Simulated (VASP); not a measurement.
Si2W, 3 atoms in the cell. Symmetry: I4/mmm, No. 139, tetragonal system. Conventional cell: a = 3.214 Å, b = 3.214 Å, c = 7.830 Å, α = 90.00°, β = 90.00°, γ = 90.00°. Around Si (site symmetry 4mm) lie 5 Si at 2.59 to 2.63 Å and 5 W at 2.62 Å. W (site symmetry 4/mmm) is surrounded by 10 Si at 2.62 Å. 

* Program: VASP 6.6.1
* Task: relaxation of cell and atoms
* Functional: PBE
* Potentials or basis: VASP PAW PBE potentials, release 64 (Si, W_sv)
* Cutoff: 520 eV
* k mesh: 6 × 6 × 6
* Occupations: gaussian, width 0.1 eV
* Spin: no spin polarisation
* Further INCAR settings: ALGO = Normal; EDIFF = 1e-07; IBRION = 2; EDIFFG = -0.002; NSW = 80; ISIF = 3

Potentials or basis: VASP PAW PBE potentials, release 64 (Si, W_sv).

Launch:

```sh
$ cat potpaw_PBE.64/Si/POTCAR potpaw_PBE.64/W_sv/POTCAR > POTCAR
$ mpirun -np 4 vasp_std > vasp.out
```

Hardware: 4 MPI ranks on Intel(R) Xeon(R) Platinum 8259CL CPU @ 2.50GHz (Skylake/Cascade Lake), with other jobs on the host.

Question: Estimate the wall time of this run.

Answer: Wall time 92 s on 4 MPI ranks on Intel(R) Xeon(R) Platinum 8259CL CPU @ 2.50GHz (Skylake/Cascade Lake) (shared host), peak memory 0.21 GiB a rank. Counts: scf iterations 70, k points 30, ion steps 10.
